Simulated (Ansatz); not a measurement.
Run this with Ansatz's Python interface and show what comes out.

`elastic.py`:
```python
# -*- coding: utf-8 -*-
import logging
import sys

import ansatz as az
import numpy as np

logging.basicConfig(stream=sys.stdout, format="%(levelname)s:%(name)s:%(message)s")
log = logging.getLogger("ansatz_job")
log.setLevel(logging.INFO)

lattice = az.Lattice.of(
    (4.0229, 0.0, 0.0),
    (0.0, 4.0229, 0.0),
    (0.0, 0.0, 5.6506),
)
sites = [
    ("Cu", (0.0, 0.0, 0.0)),
    ("Cu", (0.5, 0.5, 0.0)),
    ("I", (0.0, 0.5, 0.2913)),
    ("I", (0.5, 0.0, 0.7087)),
]
structure = az.Crystal(lattice=lattice)
for symbol, position in sites:
    structure = structure.atom(symbol, position)

model = (
    structure.calculation()
    .occupations("fixed")
    .scf(tolerance=1e-10)
    .basis(450)
    .functional(az.Functional.PBESOL)
    .kpoints(6, 6, 4)
)
done = model.elastic("clamped-ion", amplitude=0.005).run(threads=1, backend="cpu")
elastic = done.elastic

print(np.array2string(np.round(elastic.c_gpa, 1) + 0.0, suppress_small=True))
print("Voigt stress of the unstrained cell (GPa, tension positive):", np.round(elastic.sigma0_gpa, 3) + 0.0)
print("smallest eigenvalue of C:", round(elastic.stability.min_eigenvalue_gpa, 1), "GPa; tensor positive definite:", elastic.stability.min_eigenvalue_gpa > 0)
if elastic.stability.min_eigenvalue_gpa > 0:
    m = elastic.moduli
    anisotropy = 5 * m.g_voigt_gpa / m.g_reuss_gpa + m.k_voigt_gpa / m.k_reuss_gpa - 6
    log.info(f"Voigt K {m.k_voigt_gpa:.1f} G {m.g_voigt_gpa:.1f}; Reuss K {m.k_reuss_gpa:.1f} G {m.g_reuss_gpa:.1f}; universal anisotropy index {anisotropy:.3f}")
```

```console
$ python elastic.py
[[116.3  21.1  63.8   0.    0.    0. ]
 [ 21.1 116.3  63.8   0.    0.    0. ]
 [ 65.2  65.2  91.4   0.    0.    0. ]
 [  0.    0.    0.   49.2   0.    0. ]
 [  0.    0.    0.    0.   49.2   0. ]
 [  0.    0.    0.    0.    0.    5.3]]
Voigt stress of the unstrained cell (GPa, tension positive): [-2.131 -2.131 -3.553  0.     0.     0.   ]
smallest eigenvalue of C: 5.3 GPa; tensor positive definite: True
INFO:ansatz_job:Voigt K 69.3 G 32.3; Reuss K 68.1 G 14.4; universal anisotropy index 6.283
```

No spin polarisation was allowed. The Fermi level of a run with fixed occupations marks the highest occupied state on its mesh, not mid-gap. A positive definite tensor excludes instabilities under uniform strain alone; phonons elsewhere in the zone can still be imaginary. The cell stands under 2.6 GPa at these settings. The cell stands under an uneven stress, so these stress-strain coefficients aren't symmetric, and eigenvalues smaller than that stress decide nothing. Without a Hubbard U or exact exchange, semilocal functionals often make such 3d compounds metallic or too weakly gapped. These are clamped-ion constants: where atoms have free coordinates under strain, the relaxed-ion ones can be far smaller or negative, so this tensor doesn't settle whether the crystal is stable. The starting cell is as deposited in a crystallographic database; the results hold for this polymorph, which needn't be the stable one. The constants belong to the cell that was strained; where it wasn't relaxed first it may be under stress. The whole script took 110 s on 1 thread of Intel(R) Xeon(R) Processor @ 2.30GHz (shared host), peak memory 0.7 GiB.
